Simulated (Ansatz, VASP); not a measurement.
Given: the input of a run of Ansatz 0.2.0 on La.

File input.yaml:

```yaml
crystal:
  lattice:
    - [-2.0804754144, 2.0804754144, 2.0804754144]
    - [2.0804754144, -2.0804754144, 2.0804754144]
    - [2.0804754144, 2.0804754144, -2.0804754144]
  atoms:
    - { symbol: La, position: [0.0, 0.0, 0.0] }
hamiltonian:
  xc: lda
  pseudopotentials: { kind: paw }
kpoints:
  mp_grid: { grid: [9, 9, 9] }
scf:
  occupations: { method: fermi_dirac, width: 0.05 }
output:
  forces: true
  stress: true
  eigenvalues: true
```

Potentials or basis: Ansatz PAW.

Launch:

```sh
$ ansatz run input.yaml --threads 2 --pin off --max-ram 5632MiB --backend cpu --events-out ev --progress --plain --runs-dir out
```

Q: Translate it to VASP 6.6.1. Potentials there: VASP PAW LDA potentials, release 64 (La).

A: As run (the cutoff follows the program's own potentials):

INCAR

```
ALGO = Normal
EDIFF = 1E-6
ENCUT = 520
GGA = CA
ISIF = 2
ISMEAR = -1
LASPH = T
LCHARG = F
LREAL = F
LWAVE = F
NBANDS = 12
NELM = 60
PREC = Accurate
SIGMA = 0.05
```

Contents of KPOINTS:

```
k-points
0
Gamma
  9 9 9
```

The input POSCAR:

```
La
1.0
   -2.0804754144      2.0804754144      2.0804754144
    2.0804754144     -2.0804754144      2.0804754144
    2.0804754144      2.0804754144     -2.0804754144
La
1
Direct
    0.0000000000      0.0000000000      0.0000000000
```

Potentials or basis: VASP PAW LDA potentials, release 64 (La).

Run with:

```bash
$ cat potpaw_LDA.64/La/POTCAR > POTCAR
$ mpirun -np 1 vasp_std > vasp.out
```

Both were run:

|  | VASP | Ansatz | Ansatz less VASP |
| --- | --- | --- | --- |
| gap on the k mesh at the Fermi level (eV) | none | none | - |
| pressure (GPa) | -2.6 | -2.5 | +0.06 |

A gap of «none» marks a metal or a gap that the smearing closes.

Caveats: the PAW data sets come from PBE, with cores solved anew for the run's functional, which leaves a small shift of forces and pressure (Ansatz). The runs have no spin-orbit coupling, so splittings on La are missing.
